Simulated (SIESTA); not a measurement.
The system is CdS (Greenockite).

```
Cd S
1.0
     4.15000    0.00000    0.00000
    -2.07500    3.59401    0.00000
     0.00000    0.00000    6.73700
Cd S
2 2
Cartesian
  2.0750 1.1980 3.3685
  0.0000 2.3960 0.0000
  2.0750 1.1980 5.8949
  0.0000 2.3960 2.5264
```

Base run:

```yaml
Program: SIESTA 5.4.2
Functional: PBEsol
Potentials_or_basis: PseudoDojo 0.4 standard (PBEsol files)
Basis: DZP (energy shift 0.003 Ry; two zetas on semicore shells)
Grid_cutoff: 800 Ry
Energy_shift: 0.003 Ry
k_mesh: 7 × 7 × 4
Occupations: fermi-dirac, width 0.05 eV
Spin: no spin polarisation
```

Its results: band gap on the k mesh 1.27 eV, direct; pressure -0.8 GPa; largest force 0.072 eV/Å.

The run is repeated on the same cell with these changes: functional from PBEsol to LDA; potentials or basis from PseudoDojo 0.4 standard (PBEsol files) to PseudoDojo 0.4 standard (LDA files). What comes out?

Band gap on the k mesh 1.14 eV, direct; pressure -3.0 GPa; largest force 0.069 eV/Å.

Caveats: the basis of atomic orbitals isn't converged, which shifts pressures, moduli and gaps.
